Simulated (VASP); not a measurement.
# A first-principles U for CoSn

What U does CoSn call for? The start is a computed cell from the Materials Project.

Program: VASP 6.6.1. Level of theory: PBE, spin-polarised from a ferromagnetic start; plane waves and PAW (Co, Co, Sn), in the first sound run; inputs show where later runs differ. Results are calculated unless marked as measured.

## 1. Starting point

The structure is hexagonal, space group P6/mmm (No. 191). Conventional cell: a = 5.246 Å, b = 5.246 Å, c = 4.188 Å, α = 90.00°, β = 90.00°, γ = 120.00°. Nearest to Co lie 6 Sn at 2.58 to 2.62 Å and 4 Co at 2.62 Å. Sn has 6 Co at 2.62 Å nearest. Nearest to Sn lie 6 Co at 2.58 Å. Farther neighbours are not listed.

As a file:

```xyz
12
Lattice="5.2460 0.0000 0.0000 -2.6230 4.5432 0.0000 0.0000 0.0000 8.3752" Properties=species:S:1:pos:R:3 pbc="T T T"
Co    2.6230    0.0000    0.0000
Co    2.6230    0.0000    4.1876
Co    1.3115    2.2716    0.0000
Co    1.3115    2.2716    4.1876
Co   -1.3115    2.2716    0.0000
Co   -1.3115    2.2716    4.1876
Sn    0.0000    0.0000    0.0000
Sn    0.0000    0.0000    4.1876
Sn    0.0000    3.0288    2.0938
Sn    0.0000    3.0288    6.2814
Sn    2.6230    1.5144    2.0938
Sn    2.6230    1.5144    6.2814
```

## 2. Ground state

The shifted atom is typed as a species of its own, and density and orbitals are saved as the common start.

Input file INCAR:

```
SYSTEM = CoSn
PREC = Accurate
ENCUT = 350
EDIFF = 1E-06
NELM = 150
ISMEAR = 0
SIGMA = 0.1
LREAL = .FALSE.
ALGO = Normal
GGA = PE
NBANDS = 60
ISPIN = 2
MAGMOM = 2 2 2 2 2 2 0 0 0 0 0 0
LASPH = .TRUE.
LMAXMIX = 4
LORBIT = 11
LWAVE = .TRUE.
LCHARG = .TRUE.
KPAR = 4
AMIX = 0.2
BMIX = 1E-04
AMIX_MAG = 0.8
BMIX_MAG = 1E-04
```

Input file POSCAR:

```
CoSn
1.0
    5.2460399276      0.0000000000      0.0000000000
   -2.6230199638      4.5432038466      0.0000000000
    0.0000000000      0.0000000000      8.3751806000
Co Co Sn
1 5 6
Direct
    0.5000000000      0.0000000000      0.0000000000
    0.5000000000      0.0000000000      0.5000000000
    0.5000000000      0.5000000000      0.0000000000
    0.5000000000      0.5000000000      0.5000000000
    0.0000000000      0.5000000000      0.0000000000
    0.0000000000      0.5000000000      0.5000000000
    0.0000000000      0.0000000000      0.0000000000
    0.0000000000      0.0000000000      0.5000000000
    0.3333333333      0.6666666667      0.2500000000
    0.3333333333      0.6666666667      0.7500000000
    0.6666666667      0.3333333333      0.2500000000
    0.6666666667      0.3333333333      0.7500000000
```

Input file KPOINTS:

```
Automatic mesh
0
Gamma
4 4 2
0 0 0
```

The projector-augmented-wave data sets are Co, Co and Sn (PBE family, release 64).

Run with:

```sh
mpirun -np 4 vasp_std
```

What it wrote:

```text
[banner, memory and clock lines left out]
running    4 mpi-ranks, on    1 nodes
 distrk:  each k-point on    1 cores,    4 groups
 distr:  one band on    1 cores,    1 groups

 POSCAR found type information on POSCAR CoCoSn
 POSCAR found :  3 types and      12 ions
 LDA part: xc-table for (Slater+PW92), standard interpolation
 POSCAR, INCAR and KPOINTS ok, starting setup
 FFT: planning ... GRIDC
 FFT: planning ... GRID_SOFT
 FFT: planning ... GRID
 WAVECAR not read
 entering main loop
       N       E                     dE             d eps       ncg     rms          rms(c)
DAV:   1     0.458229313127E+03    0.45823E+03   -0.23941E+04  3360   0.978E+02
DAV:   2    -0.342155126814E+02   -0.49244E+03   -0.46296E+03  3380   0.268E+02
DAV:   3    -0.693496159369E+02   -0.35134E+02   -0.32701E+02  3872   0.878E+01
DAV:   4    -0.702506554706E+02   -0.90104E+00   -0.89288E+00  3864   0.139E+01
DAV:   5    -0.702703998442E+02   -0.19744E-01   -0.19739E-01  4360   0.178E+00    0.235E+01
DAV:   6    -0.686717438502E+02    0.15987E+01   -0.19915E+01  4200   0.429E+01    0.162E+01
DAV:   7    -0.669640055710E+02    0.17077E+01   -0.40707E+00  4360   0.212E+01    0.107E+01
DAV:   8    -0.665785873803E+02    0.38542E+00   -0.38815E+00  3840   0.830E+00    0.443E+00
DAV:   9    -0.664967276843E+02    0.81860E-01   -0.70811E-01  4100   0.720E+00    0.197E+00
DAV:  10    -0.665205967371E+02   -0.23869E-01   -0.99253E-02  4700   0.524E+00    0.214E+00
DAV:  11    -0.664920386416E+02    0.28558E-01   -0.65330E-02  4316   0.504E+00    0.130E+00
DAV:  12    -0.664777965491E+02    0.14242E-01   -0.25217E-02  4420   0.178E+00    0.660E-01
DAV:  13    -0.664818075481E+02   -0.40110E-02   -0.14397E-02  4500   0.185E+00    0.958E-01
DAV:  14    -0.664766212199E+02    0.51863E-02   -0.10398E-02  4224   0.166E+00    0.205E-01
DAV:  15    -0.664769363186E+02   -0.31510E-03   -0.17372E-03  4264   0.317E-01    0.145E-01
DAV:  16    -0.664769008829E+02    0.35436E-04   -0.36247E-04  4032   0.298E-01    0.106E-01
DAV:  17    -0.664768333759E+02    0.67507E-04   -0.11820E-04  4656   0.118E-01    0.547E-02
DAV:  18    -0.664768018427E+02    0.31533E-04   -0.63076E-05  4452   0.528E-02    0.283E-02
DAV:  19    -0.664767998362E+02    0.20064E-05   -0.16682E-05  3804   0.319E-02    0.141E-02
DAV:  20    -0.664768017914E+02   -0.19552E-05   -0.17255E-06  2696   0.787E-03    0.586E-03
DAV:  21    -0.664768026296E+02   -0.83818E-06   -0.49543E-07  1848   0.448E-03
   1 F= -.66476803E+02 E0= -.66464643E+02  d E =-.243196E-01  mag=    -0.0002
 writing wavefunctions
```

It took 43 s on 4 MPI ranks of Intel Xeon 6975P-C (Granite Rapids), shared host; peak memory 1.4 GiB.

Lines that name or quote the potential files are left out of all logs, and their timing lines are given in words.

OUTCAR, selected parts (step 2):

```text
ion  position               nearest neighbor table
   1  0.500  0.000  0.000-   9 2.58  10 2.58  11 2.58  12 2.58   7 2.62   7 2.62   3 2.62   3 2.62
                             5 2.62   5 2.62
   2  0.500  0.000  0.500-   9 2.58  10 2.58  11 2.58  12 2.58   8 2.62   8 2.62   4 2.62   4 2.62
                             6 2.62   6 2.62
   3  0.500  0.500  0.000-   9 2.58  10 2.58  11 2.58  12 2.58   5 2.62   5 2.62   7 2.62   1 2.62
                             1 2.62   7 2.62
   4  0.500  0.500  0.500-   9 2.58  10 2.58  11 2.58  12 2.58   6 2.62   6 2.62   8 2.62   2 2.62
                             2 2.62   8 2.62
   5  0.000  0.500  0.000-   9 2.58  10 2.58  11 2.58  12 2.58   3 2.62   3 2.62   7 2.62   7 2.62
                             1 2.62   1 2.62
   6  0.000  0.500  0.500-   9 2.58  10 2.58  11 2.58  12 2.58   4 2.62   4 2.62   8 2.62   8 2.62
                             2 2.62   2 2.62
   7  0.000  0.000  0.000-   1 2.62   1 2.62   5 2.62   5 2.62   3 2.62   3 2.62  12 3.68   9 3.68
                            10 3.68  11 3.68  11 3.68   9 3.68  10 3.68  12 3.68   9 3.68  10 3.68
   8  0.000  0.000  0.500-   2 2.62   2 2.62   6 2.62   6 2.62   4 2.62   4 2.62  12 3.68   9 3.68
                            10 3.68  11 3.68  11 3.68   9 3.68  10 3.68  12 3.68   9 3.68  10 3.68
   9  0.333  0.667  0.250-   5 2.58   6 2.58   1 2.58   2 2.58   3 2.58   4 2.58  11 3.03  11 3.03
                            11 3.03   7 3.68   8 3.68   8 3.68   7 3.68   8 3.68   7 3.68
  10  0.333  0.667  0.750-   5 2.58   6 2.58   1 2.58   2 2.58   3 2.58   4 2.58  12 3.03  12 3.03
                            12 3.03   7 3.68   8 3.68   8 3.68   7 3.68   8 3.68   7 3.68
  11  0.667  0.333  0.250-   5 2.58   6 2.58   1 2.58   2 2.58   3 2.58   4 2.58   9 3.03   9 3.03
                             9 3.03   7 3.68   8 3.68   7 3.68   8 3.68   7 3.68   8 3.68
  12  0.667  0.333  0.750-   5 2.58   6 2.58   1 2.58   2 2.58   3 2.58   4 2.58  10 3.03  10 3.03
                            10 3.03   7 3.68   8 3.68   7 3.68   8 3.68   7 3.68   8 3.68

  LATTYP: Found a hexagonal cell.
 ALAT       =     5.2460399276
 C/A-ratio  =     1.5964767168

 Subroutine GETGRP returns: Found  8 space group operations
 (whereof  8 operations were pure point group operations)

The static configuration has the point symmetry D_2h.

 Found     14 irreducible k-points:

   k-points           NKPTS =     14   k-points in BZ     NKDIM =     14   number of bands    NBANDS=     60

   dimension x,y,z NGX =    32 NGY =   32 NGZ =   54
   dimension x,y,z NGXF=    64 NGYF=   64 NGZF=  108

   ENCUT  =  350.0 eV  25.72 Ry    5.07 a.u.   8.00  8.00 12.78*2*pi/ulx,y,z

   NELECT =      78.0000    total number of electrons

 k-points in reciprocal lattice and weights: Automatic mesh
   0.00000000  0.00000000  0.00000000       0.031
   0.25000000  0.00000000  0.00000000       0.125
   0.00000000  0.25000000  0.00000000       0.062
   0.50000000  0.00000000  0.00000000       0.062
   0.00000000  0.50000000  0.00000000       0.031
   0.25000000  0.25000000  0.00000000       0.125
   0.50000000  0.25000000  0.00000000       0.062
   0.00000000  0.00000000  0.50000000       0.031
   0.25000000  0.00000000  0.50000000       0.125
[...]
0.25000000  0.25000000  0.50000000       0.125
   0.50000000  0.25000000  0.50000000       0.062

 average (electrostatic) potential at core
       1 -80.0178       2 -80.0177       3 -80.0177       4 -80.0177       5 -80.0177
       6 -80.0177       7 -41.1325       8 -41.1325       9 -41.0268      10 -41.0268
      11 -41.0268      12 -41.0268

 E-fermi :   8.1226

 spin component 1
 k-point     1 :       0.0000    0.0000    0.0000
  band No.  band energies     occupation
    ...
     37       7.5772      1.00000
     38       7.5772      1.00000
     39       7.5952      1.00000
     40       7.5952      1.00000
     41       7.8548      0.99992
     42       8.5292      0.00000
     43       8.5299      0.00000
     44       8.6463      0.00000
     45       9.3520      0.00000
     46       9.3931      0.00000
    ...

 k-point     2 :       0.2500    0.0000    0.0000
  band No.  band energies     occupation
    ...
     36       7.5639      1.00000
     37       7.6758      1.00000
     38       7.7746      1.00000
     39       7.8162      0.99999
     40       8.0052      0.95155
     41       8.2268      0.07033
     42       8.5993      0.00000
     43       8.9105      0.00000
     44       9.1862      0.00000
     45       9.7816      0.00000
    ...

 k-point     3 :       0.0000    0.2500    0.0000
  band No.  band energies     occupation
    ...
     36       7.5639      1.00000
     37       7.6758      1.00000
     38       7.7746      1.00000
     39       7.8162      0.99999
     40       8.0052      0.95155
     41       8.2268      0.07033
     42       8.5993      0.00000
     43       8.9105      0.00000
     44       9.1862      0.00000
     45       9.7816      0.00000
    ...

 k-point     4 :       0.5000    0.0000    0.0000
  band No.  band energies     occupation
    ...
     35       7.5280      1.00000
     36       7.5615      1.00000
     37       7.5734      1.00000
     38       7.5933      1.00000
     39       7.8619      0.99989
     40       8.4306      0.00001
     41       8.7362      0.00000
     42       9.0203      0.00000
     43       9.2892      0.00000
     44       9.7259      0.00000
    ...

 k-point     5 :       0.0000    0.5000    0.0000
  band No.  band energies     occupation
    ...
     35       7.5280      1.00000
     36       7.5615      1.00000
     37       7.5734      1.00000
     38       7.5933      1.00000
     39       7.8619      0.99989
     40       8.4306      0.00001
     41       8.7362      0.00000
     42       9.0203      0.00000
     43       9.2892      0.00000
     44       9.7259      0.00000
    ...

 k-point     6 :       0.2500    0.2500    0.0000
  band No.  band energies     occupation
    ...
     35       7.4368      1.00000
     36       7.4945      1.00000
     37       7.5429      1.00000
     38       7.7684      1.00000
     39       7.8667      0.99985
     40       8.8419      0.00000
     41       8.8960      0.00000
     42       8.9287      0.00000
     43       9.0668      0.00000
     44      10.2639      0.00000
    ...

  Total        4.6066371      4.6064315      3.6582020      0.0000000      0.0000000      0.0000000
  in kB       36.9748642     36.9732136     29.3623133      0.0000000      0.0000000      0.0000000
  external PRESSURE =      34.4367970 kB  Pullay stress =       0.0000000 kB

  energy-cutoff  :      350.00
  volume of cell :      199.61
      direct lattice vectors                 reciprocal lattice vectors
     5.246039928  0.000000000  0.000000000     0.190619975  0.110054494  0.000000000
    -2.623019964  4.543203847  0.000000000     0.000000000  0.220108988  0.000000000
     0.000000000  0.000000000  8.375180600     0.000000000  0.000000000  0.119400410

 POSITION                                       TOTAL-FORCE (eV/Angst)
 -----------------------------------------------------------------------------------
      2.62302      0.00000      0.00000         0.000000      0.000000      0.000000
      2.62302      0.00000      4.18759        -0.000000      0.000000      0.000000
      1.31151      2.27160      0.00000         0.000000      0.000000      0.000000
      1.31151      2.27160      4.18759         0.000000      0.000000      0.000000
     -1.31151      2.27160      0.00000        -0.000000      0.000000      0.000000
     -1.31151      2.27160      4.18759        -0.000000      0.000000      0.000000
      0.00000      0.00000      0.00000         0.000000      0.000000      0.000000
      0.00000      0.00000      4.18759         0.000000      0.000000      0.000000
     -0.00000      3.02880      2.09380         0.000000     -0.000003     -0.000008
     -0.00000      3.02880      6.28139         0.000000     -0.000003      0.000008
      2.62302      1.51440      2.09380         0.000000      0.000003     -0.000008
      2.62302      1.51440      6.28139         0.000000      0.000003      0.000008
 -----------------------------------------------------------------------------------
    total drift:                               -0.000000      0.000000     -0.000000

  FREE ENERGIE OF THE ION-ELECTRON SYSTEM (eV)
  ---------------------------------------------------
  free  energy   TOTEN  =       -66.4768026296 eV

  energy  without entropy=      -66.4524829954  energy(sigma->0) =      -66.46464281

 total charge
# of ion       s       p       d       tot
------------------------------------------
    1        0.405   0.470   7.474   8.349
    2        0.405   0.470   7.474   8.349
    3        0.405   0.470   7.474   8.349
    4        0.405   0.470   7.474   8.349
    5        0.405   0.470   7.474   8.349
    6        0.405   0.470   7.474   8.349
    7        1.392   1.644   0.233   3.270
    8        1.392   1.644   0.233   3.270
    9        1.367   1.863   0.288   3.517
   10        1.367   1.863   0.288   3.517
   11        1.367   1.863   0.288   3.517
   12        1.367   1.863   0.288   3.517
--------------------------------------------------
tot         10.679  13.561  46.460  70.700

 magnetization (x)
# of ion       s       p       d       tot
------------------------------------------
    1        0.000  -0.000   0.000   0.000
    2        0.000  -0.000   0.000   0.000
    3        0.000  -0.000   0.000   0.000
    4       -0.000  -0.000   0.000   0.000
    5        0.000  -0.000   0.000   0.000
    6       -0.000  -0.000   0.000   0.000
    7       -0.000  -0.000  -0.000  -0.000
    8       -0.000  -0.000  -0.000  -0.000
    9       -0.000  -0.000  -0.000  -0.000
   10       -0.000  -0.000  -0.000  -0.000
   11       -0.000  -0.000  -0.000  -0.000
   12       -0.000  -0.000  -0.000  -0.000
--------------------------------------------------
tot         -0.000  -0.000   0.000   0.000

[... 6 further parts left out ...]
```

The k-mesh is coarse for a metal. The data set Sn keeps the semicore shell frozen, which is cheaper and a little less accurate.

This step gave:

| Item | Value |
| --- | --- |
| electronic cycles | 21 |
| electrons | 78 |
| free energy (TOTEN) | -66.4768 eV |
| energy at zero smearing | -66.4646 eV |
| Fermi energy | 8.123 eV |
| labelled metallic, from the levels on this mesh | yes |

The spin moment in the PAW sphere vanishes on all atoms.

The moments of the start collapsed, so the response belongs to a non-magnetic state; an antiferromagnetic one was not tried and may lie lower.

(Part 1 of 4 ends here.)

[Lines on the potential files, build, host, timing and source positions are cut from VASP's logs without a mark.]

[Logs are printed without paths, hosts, clocks, repeated set-up lines and the standing remarks that a program may print on its own settings, such as how far it seeks lower states.]

[Hosts, paths, dates, database ids (printed as entryN), source tags and the programs' standing remarks are cut or masked in the printed files.]

[In band tables of VASP the shares of atoms and orbitals are scaled to a sum of 1 inside the atoms' spheres.]

[Runs that stopped without an error message from VASP are left out.]
